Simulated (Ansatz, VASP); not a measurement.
# W in VASP and in Ansatz

INCAR

```
PREC = Accurate ; ENCUT = 520
EDIFF = 1E-8 ; ISMEAR = -1
SIGMA = 0.05 ; LREAL = F
LASPH = T ; NELM = 100
ALGO = Normal ; ISIF = 2
LWAVE = F ; LCHARG = F
GGA = PE ; LEFG = T
NBANDS = 13
```

KPOINTS

```
regular mesh
0
Gamma
  14 14 14
```

The input POSCAR:

```
W
1.0
   -0.0609000000      1.9995500000      1.9995500000
    1.9995500000     -0.0609000000      1.9995500000
    1.9995500000      1.9995500000     -0.0609000000
W
1
Direct
    0.0000000000      0.0000000000      0.0000000000
```

Input for Ansatz:

```yaml
crystal:
  lattice:
    - [-0.0609, 1.99955, 1.99955]
    - [1.99955, -0.0609, 1.99955]
    - [1.99955, 1.99955, -0.0609]
  atoms:
    - { symbol: W, position: [0.0, 0.0, 0.0] }
kpoints:
  mp_grid: { grid: [14, 14, 14] }
scf:
  occupations: { method: fermi_dirac, width: 0.05 }
hamiltonian:
  xc: pbe
  pseudopotentials: { kind: all_electron, datasets: crystal }
output:
  forces: true
  stress: true
  eigenvalues: true
  efg: { contact_densities: true }
```

Change from the starting cell: equal xy, yz and zx shear strains of -3 %, crystal datasets.

Alike in both runs: task electric field gradients; functional PBE; k mesh 14 × 14 × 14; occupations fermi-dirac, width 0.05 eV; no spin polarisation.

|  | VASP | Ansatz |
| --- | --- | --- |
| version | VASP 6.6.1 | Ansatz 0.2.0 |
| potentials or method | VASP PAW PBE potentials, release 64 (W_sv) | all-electron PAW with datasets made for the crystal, scalar-relativistic |
| plane-wave cutoff (eV) | 520 | see its input |

Ansatz gave:

| Property | Result |
| --- | --- |
| pressure (GPa) | -3.9 |
| largest component of the traceless stress (GPa) | 3.11 |
| Vzz of the field gradient on the site that differs most (V/Å²) | -30.0 |

Q: Which values does VASP return?

A: Pressure (GPa): -3.6; largest component of the traceless stress (GPa): 3.13; Vzz of the field gradient on the site that differs most (V/Å²): -23.1.

Ansatz ran all-electron here, so the differences hold the error of VASP's frozen core and of both bases. Ansatz warned: «gradients_without_spin_orbit».

Spin-orbit coupling is left out, which matters for the levels of W.
